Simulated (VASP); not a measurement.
The system is MoSe2.

```xyz
6
Lattice="3.2787 0.0000 0.0000 -1.6393 2.8394 0.0000 0.0000 0.0000 12.7250" Properties=species:S:1:pos:R:3 pbc="T T T"
Mo    0.0000    1.8929    3.1813
Mo    1.6393    0.9465    9.5438
Se    0.0000    1.8929    7.8683
Se    1.6393    0.9465    1.5058
Se    0.0000    1.8929   11.2192
Se    1.6393    0.9465    4.8567
```

Base run:

```yaml
Program: VASP 6.6.1
Functional: PBE
Potentials_or_basis: VASP PAW PBE potentials, release 64 (Mo_sv, Se)
Cutoff: 520 eV
k_mesh: 9 × 9 × 2
Occupations: gaussian, width 0.03 eV
Spin: no spin polarisation
```

Its results: band gap on the k mesh 0.84 eV, indirect (least direct gap 1.46 eV); pressure 4.0 GPa.

**Question.** After a change of settings the same cell gave: band gap on the k mesh 0.96 eV, indirect (least direct gap 1.56 eV); pressure 2.7 GPa. Which change was it?
A. functional from PBE to LDA; potentials or basis from VASP PAW PBE potentials, release 64 (Mo_sv, Se) to VASP PAW LDA potentials, release 64 (Mo_sv, Se)
B. functional from PBE to r2SCAN
C. further incar settings from ALGO = Normal; EDIFF = 1e-06; NBANDS = 35 to ALGO = Normal; EDIFF = 1e-06; NBANDS = 50

**Answer.** B.

r2SCAN gives the wider gap, since meta-GGAs in the generalised Kohn-Sham scheme recover part of the derivative discontinuity.

Caveats: the mesh misses the band edges, which the band path finds closer together; this functional lacks dispersion, which binds the layers, so the pressure and a relaxed spacing across them are unreliable (some runs); the PAW data sets were made with another functional, which shifts forces and pressure a little (some runs).
